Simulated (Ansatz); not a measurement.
## Calculated ¹⁷O NMR of the central transition for BaTiO3 at a changed volume

Cell: a diffraction structure from the COD, relaxed with PBE at fixed cell and then changed (volume scaled by 1.04, ions relaxed).

```
Ba Ti O
1.0
     4.05872    0.00000    0.00000
     0.00000    4.05872    0.00000
     0.00000    0.00000    4.05872
Ba Ti O
1 1 3
Direct
  0.50000 0.50000 0.50000
  0.00000 0.00000 0.00000
  0.50000 0.00000 0.00000
  0.00000 0.50000 0.00000
  0.00000 0.00000 0.50000
```

Sites (sets of like atoms) are named by element and the number of their first atom in this list.

Method: Kohn–Sham DFT in Ansatz, PBE, plane waves and PAW, scalar-relativistic, 420 eV cutoff, Γ-centred 8×8×8 k-points, Fermi–Dirac smearing 0.02 eV.

¹⁷O has I = 5/2 and Q = -25.58 mb (Pyykkö 2018); at 21.1 T its Larmor frequency is ν₀ = 121.8 MHz. Only the quadrupole interaction is simulated: positions count from each site's isotropic chemical shift, and J coupling is left out, as are shift anisotropy and dipolar coupling, which fast spinning averages.

Simulated pattern of one O site (fast magic-angle spinning, Gaussian broadening 0.01 kHz):

```csv
offset (kHz),height
-0.4220,0
-0.4120,0
-0.4021,3
-0.3922,4
-0.3823,4
-0.3724,4
-0.3625,5
-0.3526,5
-0.3427,5
-0.3328,5
-0.3228,5
-0.3129,5
-0.3030,5
-0.2931,5
-0.2832,6
-0.2733,6
-0.2634,10
-0.2535,67
-0.2436,70
-0.2336,48
-0.2237,41
-0.2138,36
-0.2039,35
-0.1940,33
-0.1841,32
-0.1742,32
-0.1643,32
-0.1544,32
-0.1444,32
-0.1345,33
-0.1246,34
-0.1147,36
-0.1048,39
-0.0949,43
-0.0850,50
-0.0751,62
-0.0652,100
-0.0552,66
-0.0453,2
-0.0354,0
```

Task: Which |C_Q| and η does the pattern imply?

Result: The pattern spans 0.347 kHz before broadening and its centre of gravity is at -0.162 kHz, which fixes P_Q; the places of the horns and steps fix η. That gives P_Q = 1.81 MHz, |C_Q| = 1.81 MHz and η = 0.00. The sign of C_Q can't be read from the pattern.

An axis of threefold or higher order runs through O, so V_zz lies along it and η is zero.

This high-symmetry form of BaTiO3 is unstable when cold, to polar off-centring of Ti. The symmetry of the cell holds that distortion back, wholly or in part, and it would change the field gradients, the more the larger the distortion.

The relaxation (1 step) took 7.2 s of wall time (7.2 s of CPU time) and 0.45 GiB at its peak, on 1 thread of Arm Neoverse V1 (aarch64; 8 cores open to the job, memory cap 3.0 GiB, no GPU), a shared host with a load of 0.7 a core.
